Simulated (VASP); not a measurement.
# Si (Fd-3m) in VASP: notebook, part 2 of 2

VASP 6.6.1.

### Step 4. Relaxation of cell and atoms, r2SCAN

This run uses another cell than the first one, of 20.12 Å³/atom, 1.002 times its volume.

Contents of INCAR:

```
SYSTEM = Si
  PREC = Accurate
  ENCUT = 600
  EDIFF = 1E-7
  ISMEAR = 0
  SIGMA = 0.03
  LREAL = .FALSE.
  LASPH = .TRUE.
  NELM = 80
  ALGO = Normal
  ISIF = 3
  LWAVE = .FALSE.
  LCHARG = .FALSE.
  METAGGA = R2SCAN
  LMIXTAU = .TRUE.
  IBRION = 2
  NSW = 90
  EDIFFG = -0.005
```

Contents of KPOINTS:

```
regular mesh
0
G
  10 10 10
  0 0 0
```

Contents of POSCAR:

```
Si                                      
1.0
    0.0000000000      2.7197975463      2.7197975463
    2.7197975463      0.0000000000      2.7197975463
    2.7197975463      2.7197975463      0.0000000000
  Si            
     2
Direct
     0.7500000000000000    0.7500000000000000    0.7500000000000000
     0.5000000000000000    0.5000000000000000    0.5000000000000000
```

Potentials or basis: VASP PAW PBE potentials, release 64 (Si).

On the command line:

```
> cat potpaw_PBE.64/Si/POTCAR > POTCAR
> mpirun -np 1 vasp_std > vasp.out
```

OUTCAR:

```text
SYSTEM = Si
   PREC = Accurate
   ENCUT = 600
   EDIFF = 1E-7
   ISMEAR = 0
   LREAL = .FALSE.
   LASPH = .TRUE.
   NELM = 80
   ISIF = 3
   METAGGA = R2SCAN
   IBRION = 2
   NSW = 90
   EDIFFG = -0.005

 ion  position               nearest neighbor table
   1  0.750  0.750  0.750-   2 2.36   2 2.36   2 2.36   2 2.36
   2  0.500  0.500  0.500-   1 2.36   1 2.36   1 2.36   1 2.36

  LATTYP: Found a face centered cubic cell.
 ALAT       =     5.4395950926

  Lattice vectors:

 A1 = (   0.0000000000,   2.7197975463,   2.7197975463)
 A2 = (   2.7197975463,   0.0000000000,   2.7197975463)
 A3 = (   2.7197975463,   2.7197975463,   0.0000000000)

Analysis of symmetry for initial positions (statically):
=====================================================================
 Subroutine PRICEL returns:
 Original cell was already a primitive cell.

 Routine SETGRP: Setting up the symmetry group for a
 face centered cubic supercell.

 Subroutine GETGRP returns: Found 48 space group operations
 (whereof 24 operations were pure point group operations)
 out of a pool of 48 trial point group operations.

[... 165 lines left out ...]

 E-fermi :   5.8890     XC(G=0):  -9.8356

 val. band max:        5.6878727202   @ k =   0.0000   0.0000   0.0000
 cond. band min:       6.4766622190   @ k =   0.4000   0.4000   0.0000
 fundamental gap:      0.7887894988
 Fermi energy:         5.8889560921

 k-point     1 :       0.0000    0.0000    0.0000
  band No.  band energies     occupation
      1      -6.8035      2.00000
      2       5.6879      2.00000
      3       5.6879      2.00000
      4       5.6879      2.00000
      5       8.4441      0.00000
      6       8.4441      0.00000
      7       8.4441      0.00000
      8       9.6164      0.00000
[... 243 lines left out ...]
 k-point    24 :       0.4000    0.3000    0.0000
  band No.  band energies     occupation
      1      -4.5359      2.00000
      2       0.0661      2.00000
      3       2.7083      2.00000
      4       3.1293      2.00000
      5       6.9532      0.00000
      6       8.2090      0.00000
      7      13.1360      0.00000
      8      13.2232      0.00000

 [... further k-points ...]
[... 5 lines left out ...]
  --------------------------------------------------------------------------------------
  -------------------------------------------------------------------------------------
  Total        0.0034724      0.0034724      0.0034724      0.0000000      0.0000000      0.0000000
  in kB        0.1382629      0.1382629      0.1382629      0.0000000      0.0000000      0.0000000
  external PRESSURE =       0.1382629 kB  Pullay stress =       0.0000000 kB

 VOLUME and BASIS-vectors are now :
 -----------------------------------------------------------------------------
  energy-cutoff  :      600.00
  volume of cell :       40.24
      direct lattice vectors                 reciprocal lattice vectors
     0.000000000  2.719797546  2.719797546    -0.183837213  0.183837213  0.183837213
     2.719797546  0.000000000  2.719797546     0.183837213 -0.183837213  0.183837213
     2.719797546  2.719797546  0.000000000     0.183837213  0.183837213 -0.183837213

 POSITION                                       TOTAL-FORCE (eV/Angst)
 -----------------------------------------------------------------------------------
      4.07970      4.07970      4.07970        -0.000000     -0.000000     -0.000000
      2.71980      2.71980      2.71980         0.000000      0.000000      0.000000
 -----------------------------------------------------------------------------------
    total drift:                               -0.000000     -0.000000     -0.000000

  FREE ENERGIE OF THE ION-ELECTRON SYSTEM (eV)
  ---------------------------------------------------
  free  energy   TOTEN  =       -17.5495916826 eV

  energy  without entropy=      -17.5495916826  energy(sigma->0) =      -17.54959168

 reached required accuracy - stopping structural energy minimisation
```

OSZICAR:

```text
N       E                     dE             d eps       ncg     rms          rms(c)
DAV:   1     0.421070621437E+01    0.42107E+01   -0.38227E+03   752   0.936E+02
DAV:   2    -0.184537072301E+02   -0.22664E+02   -0.22289E+02  1208   0.947E+01
DAV:   3    -0.187155366425E+02   -0.26183E+00   -0.26183E+00   912   0.132E+01
DAV:   4    -0.187168044074E+02   -0.12678E-02   -0.12678E-02  1256   0.108E+00
DAV:   5    -0.187168050784E+02   -0.67103E-06   -0.67103E-06   960   0.218E-02    0.600E+00
DAV:   6    -0.175438460250E+02    0.11730E+01   -0.14844E-01   880   0.312E+00    0.421E+00
DAV:   7    -0.184978918242E+02   -0.95405E+00   -0.62641E-01   816   0.412E+00    0.833E-01
DAV:   8    -0.175421239237E+02    0.95577E+00   -0.14313E-01   800   0.274E+00    0.414E-01
DAV:   9    -0.175284225534E+02    0.13701E-01   -0.61376E-02   832   0.222E+00    0.267E-01
DAV:  10    -0.175493257076E+02   -0.20903E-01   -0.19469E-02   784   0.140E+00    0.867E-02
DAV:  11    -0.175495594861E+02   -0.23378E-03   -0.19872E-04  1224   0.142E-01    0.569E-02
DAV:  12    -0.175495819900E+02   -0.22504E-04   -0.18981E-04   800   0.177E-01    0.496E-02
DAV:  13    -0.175495295901E+02    0.52400E-04   -0.14680E-04   800   0.173E-01    0.184E-02
DAV:  14    -0.175495918398E+02   -0.62250E-04   -0.29205E-05   832   0.718E-02    0.130E-02
DAV:  15    -0.175495917871E+02    0.52707E-07   -0.11705E-06   928   0.146E-02    0.100E-02
DAV:  16    -0.175495916218E+02    0.16533E-06   -0.23900E-07  1016   0.524E-03    0.123E-03
DAV:  17    -0.175495916826E+02   -0.60793E-07   -0.48556E-08   496   0.240E-03
   1 F= -.17549592E+02 E0= -.17549592E+02  d E =-.175496E+02
```

Wall time 61 s (1 thread of AMD EPYC 9R45 (Zen 5), shared host); peak memory 0.14 GiB.

Results:

* Free energy: -17.5496 eV
* Pressure after relaxing: 0.0 GPa
* Band gap on the k mesh: 0.79 eV, indirect (least direct gap 2.76 eV)

Final structure:
```cif
data_structure
_symmetry_space_group_name_H-M 'P 1'
_symmetry_Int_Tables_number 1
_cell_length_a 3.8464
_cell_length_b 3.8464
_cell_length_c 3.8464
_cell_angle_alpha 60.000
_cell_angle_beta 60.000
_cell_angle_gamma 60.000
_cell_volume 40.24
loop_
_atom_site_label
_atom_site_type_symbol
_atom_site_fract_x
_atom_site_fract_y
_atom_site_fract_z
_atom_site_occupancy
Si1 Si 0.75000 0.75000 0.75000 1
Si2 Si 0.50000 0.50000 0.50000 1
```

Caveat: the relaxation stopped at its first step, so nothing moved; the PAW data sets were made with another functional, which shifts forces and pressure a little. r2SCAN opens gaps a little over a GGA but as a rule still falls short of measured ones.

### Step 5. Relaxation of cell and atoms, PBE+D3(BJ)

This run uses another cell than the first one, of 19.98 Å³/atom, 0.995 times its volume.

Contents of INCAR:

```
  PREC = Accurate
  ENCUT = 600
  EDIFF = 1E-6
  ISMEAR = 0
  SIGMA = 0.03
  LREAL = False
  LASPH = True
  NELM = 80
  ALGO = Normal
  ISIF = 3
  LWAVE = False
  LCHARG = False
  GGA = PE
  IVDW = 12
  IBRION = 2
  NSW = 90
  EDIFFG = -0.01
```

Contents of KPOINTS:

```
Automatic mesh
0
Gamma
  10 10 10
```

Contents of POSCAR:

```
Si
1.0
    0.0000000000      2.7135600000      2.7135600000
    2.7135600000      0.0000000000      2.7135600000
    2.7135600000      2.7135600000      0.0000000000
Si
2
Direct
    0.7500000000      0.7500000000      0.7500000000
    0.5000000000      0.5000000000      0.5000000000
```

On the command line:

```
> cat potpaw_PBE.64/Si/POTCAR > POTCAR
> mpirun -np 1 vasp_std > vasp.out
```

It took 73 s on 1 thread of AMD EPYC 7R43 (Zen 3), shared host; peak memory 0.15 GiB.

Results (log left out):

```
Free energy                            : -11.4730 eV
Relaxed volume                         : 19.90 Å³/atom
Relaxed cell                           : a = 3.832 Å, b = 3.832 Å, c = 3.832 Å, α = 60.00°, β = 60.00°, γ = 60.00°
Space group after relaxing (to 0.05 Å) : Fd-3m (No. 227)
Energy gained by relaxing              : 0.1 meV/atom
Ionic steps                            : 3
Pressure after relaxing                : 0.0 GPa
Band gap on the k mesh                 : 0.57 eV, indirect (least direct gap 2.57 eV)
Dispersion energy per atom             : -0.316 eV
```

Step by step:
| step | energy change (eV) | largest force (eV/Å) | pressure (GPa) | volume (Å³) |
| --- | --- | --- | --- | --- |
| 1 | 0.0000 | 0.0000 | -0.35 | 39.96 |
| 2 | -0.0001 | 0.0000 | 0.23 | 39.71 |
| 3 | -0.0002 | 0.0000 | 0.01 | 39.80 |

Final structure:
```
Si
1.0
     0.00000    2.70993    2.70993
     2.70993    0.00000    2.70993
     2.70993    2.70993    0.00000
Si
2
Direct
  0.75000 0.75000 0.75000
  0.50000 0.50000 0.50000
```

Levels at points of the mesh, in eV from the valence-band top:
| k point | band 2 | band 3 | band 4 | band 5 | band 6 | band 7 |
| --- | --- | --- | --- | --- | --- | --- |
| (0.00, 0.00, 0.00) | 0.00 | 0.00 | 0.00 | 2.57 | 2.57 | 2.57 |
| (0.50, 0.00, 0.00) | -6.99 | -1.20 | -1.20 | 1.56 | 3.34 | 3.34 |
| (0.50, 0.50, 0.00) | -7.83 | -2.86 | -2.86 | 0.70 | 0.70 | 10.17 |

### Step 6. The runs side by side

```csv
level,gap on the mesh (eV),pressure (GPa)
PBEsol,0.47,0.0
r2SCAN,0.79,0.0
PBE+D3(BJ),0.57,0.0
```

Alike in all rows: task relaxation of cell and atoms; potentials or basis VASP PAW PBE potentials, release 64 (Si); no spin polarisation; cell relaxed; k mesh 10 × 10 × 10; cutoff (eV) 600; smearing gaussian 0.03 eV.

Caveats: the relaxation stopped at its first step, so nothing moved (some runs); the PAW data sets were made with another functional, which shifts forces and pressure a little (some runs).

Absolute energies hang on the potentials; compare differences alone.
